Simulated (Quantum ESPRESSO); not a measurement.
# AlCo (Pm-3m) in Quantum ESPRESSO: notebook, part 2 of 2

Quantum ESPRESSO 7.5.

## Step 3: Single point, LDA, collinear spin, ferromagnetic start, 10.53 Å³/atom

pw.in

```
&CONTROL
  calculation = 'scf'
  prefix = 'pwscf'
  outdir = './tmp'
  pseudo_dir = './pseudo'
  tstress = .true.
  disk_io = 'nowf'
/
&SYSTEM
  ibrav = 0
  nat = 2
  ntyp = 2
  ecutwfc = 56
  ecutrho = 448
  nbnd = 19
  occupations = 'smearing'
  smearing = 'fd'
  degauss = 0.00367493
  nspin = 2
  starting_magnetization(1) = 0.1176
  starting_magnetization(2) = 0
/
&ELECTRONS
  conv_thr = 4d-10
  electron_maxstep = 120
  mixing_beta = 0.3
/
ATOMIC_SPECIES
Co    58.9332 co_lda_v1.2.uspp.F.UPF
Al    26.9815 al_lda_v1.uspp.F.UPF
CELL_PARAMETERS angstrom
   2.7618482194    0.0000000000    0.0000000000
   0.0000000000    2.7618482194    0.0000000000
   0.0000000000    0.0000000000    2.7618482194
ATOMIC_POSITIONS crystal
Co     0.5000000000    0.5000000000    0.5000000000
Al     0.0000000000    0.0000000000    0.0000000000
K_POINTS automatic
9 9 9 0 0 0
```

Potentials or basis: GBRV 1.5 LDA.

The run is started by

```sh
$ OMP_NUM_THREADS=1 mpirun -n 2 pw.x -nk 2 -in pw.in > pw.out
```

pw.out:

```text
This program is part of the open-source Quantum ESPRESSO suite
     for quantum simulation of materials; please cite
[... 13 lines left out ...]
     --------------------
     sticks:   dense  smooth     PW     G-vecs:    dense   smooth      PW
     Sum         973     489    145                22887     8121    1365

     Using Slab Decomposition

     bravais-lattice index     =            0
     lattice parameter (alat)  =       5.2191  a.u.
     unit-cell volume          =     142.1661 (a.u.)^3
     number of atoms/cell      =            2
     number of atomic types    =            2
     number of electrons       =        20.00
     number of Kohn-Sham states=           19
     kinetic-energy cutoff     =      56.0000  Ry
     charge density cutoff     =     448.0000  Ry
     scf convergence threshold =      4.0E-10
     mixing beta               =       0.3000
     number of iterations used =            8  plain     mixing
     Exchange-correlation= SLA  PZ   NOGX NOGC
                           (   1   1   0   0   0   0   0)

     celldm(1)=   5.219137  celldm(2)=   0.000000  celldm(3)=   0.000000
     celldm(4)=   0.000000  celldm(5)=   0.000000  celldm(6)=   0.000000

     crystal axes: (cart. coord. in units of alat)
               a(1) = (   1.000000   0.000000   0.000000 )
               a(2) = (   0.000000   1.000000   0.000000 )
               a(3) = (   0.000000   0.000000   1.000000 )

     reciprocal axes: (cart. coord. in units 2 pi/alat)
               b(1) = (  1.000000  0.000000  0.000000 )
               b(2) = (  0.000000  1.000000  0.000000 )
               b(3) = (  0.000000  0.000000  1.000000 )

     PseudoPot. # 1 for Co read from file:
     co_lda_v1.2.uspp.F.UPF
     Pseudo is Ultrasoft + core correction, Zval = 17.0
     Generated by new atomic code, or converted to UPF format
     Using radial grid of  863 points,  6 beta functions with:
                l(1) =   0
                l(2) =   0
                l(3) =   1
                l(4) =   1
                l(5) =   2
                l(6) =   2
     Q(r) pseudized with  8 coefficients,  rinner =    1.200   1.200   1.200
                                                       1.200   1.200

     PseudoPot. # 2 for Al read from file:
     al_lda_v1.uspp.F.UPF
     Pseudo is Ultrasoft + core correction, Zval =  3.0
     Generated by new atomic code, or converted to UPF format
     Using radial grid of  893 points,  3 beta functions with:
                l(1) =   0
                l(2) =   1
[... 26 lines left out ...]
        k(    4) = (   0.0000000   0.0000000   0.3333333), wk =   0.0082305
        k(    5) = (   0.0000000   0.0000000   0.4444444), wk =   0.0082305
        k(    6) = (   0.0000000   0.1111111   0.1111111), wk =   0.0164609
[... 27 lines left out ...]
        k(   34) = (   0.3333333   0.4444444   0.4444444), wk =   0.0329218
        k(   35) = (   0.4444444   0.4444444   0.4444444), wk =   0.0109739

     Dense  grid:    22887 G-vectors     FFT dimensions: (  36,  36,  36)

     Smooth grid:     8121 G-vectors     FFT dimensions: (  25,  25,  25)

     Check: negative core charge=   -0.000014
     Generating pointlists ...
     new r_m :   0.3572 (alat units)  1.8645 (a.u.) for type    1
     new r_m :   0.3572 (alat units)  1.8645 (a.u.) for type    2

     Initial potential from superposition of free atoms

     starting charge      18.9978, renormalised to      20.0000
     Starting wfcs are   17 randomized atomic wfcs +    2 random wfcs

     Self-consistent Calculation

     iteration #  1     ecut=    56.00 Ry     beta= 0.30
     Davidson diagonalization with overlap
     ethr =  1.00E-02,  avg # of iterations =  5.7

     total energy              =    -300.09428572 Ry
     estimated scf accuracy    <      15.18830493 Ry
[... 24 lines left out ...]
     iteration #  4     ecut=    56.00 Ry     beta= 0.30
     Davidson diagonalization with overlap
     ethr =  1.38E-03,  avg # of iterations =  1.2

     negative rho (up, down):  1.216E-06 0.000E+00

     total energy              =    -305.07497242 Ry
     estimated scf accuracy    <       0.03711964 Ry

     total magnetization       =     0.30 Bohr mag/cell
     absolute magnetization    =     0.56 Bohr mag/cell
[... 111 lines left out ...]
     iteration # 16     ecut=    56.00 Ry     beta= 0.30
     Davidson diagonalization with overlap
     ethr =  7.82E-12,  avg # of iterations =  1.6

     Magnetic moment per site  (integrated on atomic sphere of radius R)
     atom   1 (R=0.357)  charge= 15.6264  magn= -0.0000
     atom   2 (R=0.357)  charge=  1.2336  magn=  0.0000

     End of self-consistent calculation

 ------ SPIN UP ------------

          k = 0.0000 0.0000 0.0000 (  1021 PWs)   bands (ev):

   -78.4040 -42.1155 -42.1155 -42.1155   3.9367  12.2632  12.2632  14.7472
    14.7472  14.7472  22.0416  22.0416  22.0416  24.9383  24.9383  32.1197
    38.2508  38.2508  38.2508
[... 201 lines left out ...]
   -78.3894 -42.1649 -42.1648 -42.1648  11.0943  11.3526  11.3526  15.2319
    15.2319  16.9778  18.2328  18.2328  20.4686  21.9217  21.9217  22.7452
    26.5219  44.0045  44.0045

 ------ SPIN DOWN ----------

          k = 0.0000 0.0000 0.0000 (  1021 PWs)   bands (ev):

   -78.4041 -42.1155 -42.1155 -42.1155   3.9367  12.2632  12.2632  14.7472
    14.7472  14.7472  22.0416  22.0416  22.0416  24.9383  24.9383  32.1197
    38.2508  38.2508  38.2508
[... 201 lines left out ...]
   -78.3894 -42.1650 -42.1648 -42.1648  11.0942  11.3526  11.3526  15.2318
    15.2318  16.9778  18.2328  18.2328  20.4686  21.9217  21.9217  22.7451
    26.5219  44.0045  44.0045

     the Fermi energy is    15.6902 ev

!    total energy              =    -305.08311560 Ry
     estimated scf accuracy    <          5.5E-11 Ry
     smearing contrib. (-TS)   =      -0.00026660 Ry
     internal energy E=F+TS    =    -305.08284900 Ry

     The total energy is F=E-TS. E is the sum of the following terms:
     one-electron contribution =    -204.70521379 Ry
     hartree contribution      =     114.09840553 Ry
     xc contribution           =     -36.80065775 Ry
     ewald contribution        =    -177.67538299 Ry

     total magnetization       =    -0.00 Bohr mag/cell
     absolute magnetization    =     0.00 Bohr mag/cell

     convergence has been achieved in  16 iterations

     Computing stress (Cartesian axis) and pressure

          total   stress  (Ry/bohr**3)                   (kbar)     P=       77.35
   0.00052583   0.00000000   0.00000000           77.35        0.00        0.00
   0.00000000   0.00052583   0.00000000            0.00       77.35        0.00
   0.00000000   0.00000000   0.00052583            0.00        0.00       77.35

=------------------------------------------------------------------------------=
   JOB DONE.
=------------------------------------------------------------------------------=
```

Wall time 8 s (2 MPI ranks of Intel Xeon 6975P-C (Granite Rapids), shared host); peak memory 0.22 GiB.

What came out:

| Item | Value |
| --- | --- |
| Free energy | -4150.8672 eV |
| Pressure | 7.7 GPa |
| Band gap on the k mesh | none (metal or under the smearing width) |
| Net moment | 0.00 μB per cell |
| Absolute moment | 0.00 μB per cell |
| Valence electrons inside the program's atomic spheres | Co 15.63; Al 1.23 |

Caveat: the starting moments collapsed, and a magnetic state may lie lower.

## Step 4: Single point, LDA, collinear spin, ferromagnetic start, 10.76 Å³/atom

Edit pw.in of step 3 so:

```diff
@@ -31,5 +31,5 @@
 CELL_PARAMETERS angstrom
-   2.7618482194    0.0000000000    0.0000000000
-   0.0000000000    2.7618482194    0.0000000000
-   0.0000000000    0.0000000000    2.7618482194
+   2.7812984956    0.0000000000    0.0000000000
+   0.0000000000    2.7812984956    0.0000000000
+   0.0000000000    0.0000000000    2.7812984956
 ATOMIC_POSITIONS crystal
```

The run is started by

```sh
$ OMP_NUM_THREADS=1 mpirun -n 2 pw.x -nk 2 -in pw.in > pw.out
```

It took 8.4 s on 2 MPI ranks of Intel Xeon 6975P-C (Granite Rapids), shared host; peak memory 0.22 GiB.

It converged, with:

```yaml
Free_energy: -4150.8821 eV
Pressure: 2.8 GPa
Band_gap_on_the_k_mesh: none (metal or under the smearing width)
Net_moment: 0.00 μB per cell
Absolute_moment: 0.00 μB per cell
Valence_electrons_inside_the_program's_atomic_spheres: Co 15.65; Al 1.24
```

Caveat: the starting moments collapsed, and a magnetic state may lie lower.

## Step 5: Single point, LDA, collinear spin, ferromagnetic start, 10.98 Å³/atom

Edit pw.in of step 4 so:

```diff
@@ -31,5 +31,5 @@
 CELL_PARAMETERS angstrom
-   2.7812984956    0.0000000000    0.0000000000
-   0.0000000000    2.7812984956    0.0000000000
-   0.0000000000    0.0000000000    2.7812984956
+   2.8004804707    0.0000000000    0.0000000000
+   0.0000000000    2.8004804707    0.0000000000
+   0.0000000000    0.0000000000    2.8004804707
 ATOMIC_POSITIONS crystal
```

The run is started by

```sh
$ OMP_NUM_THREADS=1 mpirun -n 2 pw.x -nk 2 -in pw.in > pw.out
```

Run time: 8.6 s. Hardware: 2 MPI ranks of Intel Xeon 6975P-C (Granite Rapids), shared host; peak memory 0.2 GiB.

The run converged. Its results:

```yaml
Free_energy: -4150.8842 eV
Pressure: -1.5 GPa
Band_gap_on_the_k_mesh: none (metal or under the smearing width)
Net_moment: 0.00 μB per cell
Absolute_moment: 0.00 μB per cell
Valence_electrons_inside_the_program's_atomic_spheres: Co 15.66; Al 1.24
```

Caveat: the starting moments collapsed, and a magnetic state may lie lower.

## Step 6: Single point, LDA, collinear spin, ferromagnetic start, 11.21 Å³/atom

Edit pw.in of step 5 so:

```diff
@@ -31,5 +31,5 @@
 CELL_PARAMETERS angstrom
-   2.8004804707    0.0000000000    0.0000000000
-   0.0000000000    2.8004804707    0.0000000000
-   0.0000000000    0.0000000000    2.8004804707
+   2.8194032100    0.0000000000    0.0000000000
+   0.0000000000    2.8194032100    0.0000000000
+   0.0000000000    0.0000000000    2.8194032100
 ATOMIC_POSITIONS crystal
```

Potentials or basis: GBRV 1.5 LDA.

The run is started by

```sh
$ OMP_NUM_THREADS=1 mpirun -n 2 pw.x -nk 2 -in pw.in > pw.out
```

Wall time 8.5 s (2 MPI ranks of Intel Xeon 6975P-C (Granite Rapids), shared host); peak memory 0.22 GiB.

Results (log left out):

```
Free energy                                           : -4150.8747 eV
Pressure                                              : -5.4 GPa
Band gap on the k mesh                                : none (metal or under the smearing width)
Net moment                                            : 0.00 μB per cell
Absolute moment                                       : 0.00 μB per cell
Valence electrons inside the program's atomic spheres : Co 15.68; Al 1.25
```

Caveat: the starting moments collapsed, and a magnetic state may lie lower.

## Step 7: Single point, LDA, collinear spin, ferromagnetic start, 11.43 Å³/atom

Edit pw.in of step 6 so:

```diff
@@ -31,5 +31,5 @@
 CELL_PARAMETERS angstrom
-   2.8194032100    0.0000000000    0.0000000000
-   0.0000000000    2.8194032100    0.0000000000
-   0.0000000000    0.0000000000    2.8194032100
+   2.8380752986    0.0000000000    0.0000000000
+   0.0000000000    2.8380752986    0.0000000000
+   0.0000000000    0.0000000000    2.8380752986
 ATOMIC_POSITIONS crystal
```

The run is started by

```sh
$ OMP_NUM_THREADS=1 mpirun -n 2 pw.x -nk 2 -in pw.in > pw.out
```

It took 8.6 s on 2 MPI ranks of Intel Xeon 6975P-C (Granite Rapids), shared host; peak memory 0.24 GiB.

Results (log left out):

- Free energy: -4150.8547 eV
- Pressure: -8.9 GPa
- Band gap on the k mesh: none (metal or under the smearing width)
- Net moment: 0.00 μB per cell
- Absolute moment: 0.00 μB per cell
- Valence electrons inside the program's atomic spheres: Co 15.70; Al 1.26

Caveat: the starting moments collapsed, and a magnetic state may lie lower.

## Step 8: Single point, LDA, collinear spin, ferromagnetic start, 11.65 Å³/atom

Edit pw.in of step 7 so:

```diff
@@ -31,5 +31,5 @@
 CELL_PARAMETERS angstrom
-   2.8380752986    0.0000000000    0.0000000000
-   0.0000000000    2.8380752986    0.0000000000
-   0.0000000000    0.0000000000    2.8380752986
+   2.8565048754    0.0000000000    0.0000000000
+   0.0000000000    2.8565048754    0.0000000000
+   0.0000000000    0.0000000000    2.8565048754
 ATOMIC_POSITIONS crystal
```

The run is started by

```sh
$ OMP_NUM_THREADS=1 mpirun -n 2 pw.x -nk 2 -in pw.in > pw.out
```

Run time: 8.7 s. Hardware: 2 MPI ranks of Intel Xeon 6975P-C (Granite Rapids), shared host; peak memory 0.24 GiB.

The run converged. Its results:

```yaml
Free_energy: -4150.8254 eV
Pressure: -12.1 GPa
Band_gap_on_the_k_mesh: none (metal or under the smearing width)
Net_moment: 0.00 μB per cell
Absolute_moment: 0.00 μB per cell
Valence_electrons_inside_the_program's_atomic_spheres: Co 15.72; Al 1.26
```

Caveat: the starting moments collapsed, and a magnetic state may lie lower.

## Step 9: Single point, LDA, collinear spin, ferromagnetic start, 11.88 Å³/atom

Edit pw.in of step 8 so:

```diff
@@ -31,5 +31,5 @@
 CELL_PARAMETERS angstrom
-   2.8565048754    0.0000000000    0.0000000000
-   0.0000000000    2.8565048754    0.0000000000
-   0.0000000000    0.0000000000    2.8565048754
+   2.8746996645    0.0000000000    0.0000000000
+   0.0000000000    2.8746996645    0.0000000000
+   0.0000000000    0.0000000000    2.8746996645
 ATOMIC_POSITIONS crystal
```

Potentials or basis: GBRV 1.5 LDA.

The run is started by

```sh
$ OMP_NUM_THREADS=1 mpirun -n 2 pw.x -nk 2 -in pw.in > pw.out
```

Run time: 9.8 s. Hardware: 2 MPI ranks of Intel Xeon 6975P-C (Granite Rapids), shared host; peak memory 0.24 GiB.

The run converged. Its results:

- Free energy: -4150.7879 eV
- Pressure: -14.9 GPa
- Band gap on the k mesh: none (metal or under the smearing width)
- Net moment: 0.00 μB per cell
- Absolute moment: 0.00 μB per cell
- Valence electrons inside the program's atomic spheres: Co 15.73; Al 1.27

Caveat: the starting moments collapsed, and a magnetic state may lie lower.

## Step 10: Equation of state, LDA, collinear spin, ferromagnetic start

No new run: the results of the series are fitted here.

Results:

```
Equilibrium volume                      : 10.91 Å³/atom
Bulk modulus                            : 209 GPa
Pressure derivative of the bulk modulus : 4.3
```

Energy against volume, from the lowest point:
| volume (Å³/atom) | energy (meV/atom) |
| --- | --- |
| 10.533 | 8.47 |
| 10.758 | 1.03 |
| 10.982 | 0.00 |
| 11.206 | 4.76 |
| 11.430 | 14.75 |
| 11.654 | 29.37 |
| 11.878 | 48.16 |

## Step 11: The reference run

An earlier run on the cell as given: functional PBEsol; potentials or basis GBRV 1.5 PBEsol; cutoff 762 eV; density cutoff 6095 eV; k mesh 9 × 9 × 9; occupations fermi-dirac, width 0.05 eV; collinear spin, ferromagnetic start; starting moments [2.0, 0.0] μB.

- Pressure: 0.5 GPa
- Band gap on the k mesh: none (metal or under the smearing width)
- Net moment: 0.00 μB per cell
- Absolute moment: 0.00 μB per cell
- Valence electrons inside the program's atomic spheres: Co 15.66; Al 1.24
